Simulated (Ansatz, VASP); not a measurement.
## One calculation of CaO, two programs

Contents of INCAR:

```
SYSTEM = CaO
PREC = Accurate
ENCUT = 520
EDIFF = 1E-6
ISMEAR = 0
SIGMA = 0.02
LREAL = .FALSE.
LASPH = .TRUE.
NELM = 60
ALGO = Normal
ISIF = 2
LWAVE = .FALSE.
LCHARG = .FALSE.
GGA = PE
NBANDS = 15
```

KPOINTS

```
Automatic mesh
0
G
  8 8 8
  0 0 0
```

File POSCAR:

```
CaO
1.0
    0.0000000000      2.4150559802      2.4150559802
    2.4150559802      0.0000000000      2.4150559802
    2.4150559802      2.4150559802      0.0000000000
Ca O
1 1
Direct
    0.0000000000      0.0000000000      0.0000000000
    0.5000000000      0.5000000000      0.5000000000
```

Input for Ansatz:

```yaml
crystal:
  lattice:
    - [0.0, 2.4150559802, 2.4150559802]
    - [2.4150559802, 0.0, 2.4150559802]
    - [2.4150559802, 2.4150559802, 0.0]
  atoms:
    - { symbol: Ca, position: [0.0, 0.0, 0.0] }
    - { symbol: O, position: [0.5, 0.5, 0.5] }
basis:
  ecutwfc: 420
kpoints:
  mp_grid: { grid: [8, 8, 8] }
  band_path:
    path:
      - [[0.0, 0.0, 0.0], [0.5, 0.0, 0.5], [0.625, 0.25, 0.625]]
      - [[0.375, 0.375, 0.75], [0.0, 0.0, 0.0], [0.5, 0.5, 0.5], [0.5, 0.25, 0.75], [0.5, 0.0, 0.5]]
    npoints: 14
hamiltonian:
  xc: pbe
scf:
  occupations: { method: gaussian, width: 0.02 }
  n_extra_bands: 6
output:
  forces: true
  stress: true
  eigenvalues: true
  populations: true
  dos: { projected: true, de: 0.02, nscf_kmesh: { grid: [12, 12, 12] } }
  bader: true
  write_density: true
  write_potential: true
  elf: true
  volumetric_format: npy
```

Alike in both runs: task single point; functional PBE; k mesh 8 × 8 × 8; occupations gaussian, width 0.02 eV; no spin polarisation.

|  | VASP | Ansatz |
| --- | --- | --- |
| version | VASP 6.6.1 | Ansatz 0.2.0 |
| potentials or method | VASP PAW PBE potentials, release 64 (Ca_sv, O) | scalar-relativistic, plane waves, PAW |
| plane-wave cutoff (eV) | 520 | 420 |
| valence electrons in the cell | 16 | 16 |

```csv
,VASP,Ansatz,Ansatz less VASP
gap on the k mesh at the Fermi level (eV),3.64,3.66,+0.019
least direct gap on the mesh (eV),4.02,4.03,+0.018
pressure (GPa),0.6,0.0,-0.53
```

With one functional, cell and mesh, what is left measures potentials, basis and numerics.

A k mesh can miss the band edges. Expect the measured gap to be larger: semilocal functionals such as PBE lack the derivative discontinuity.
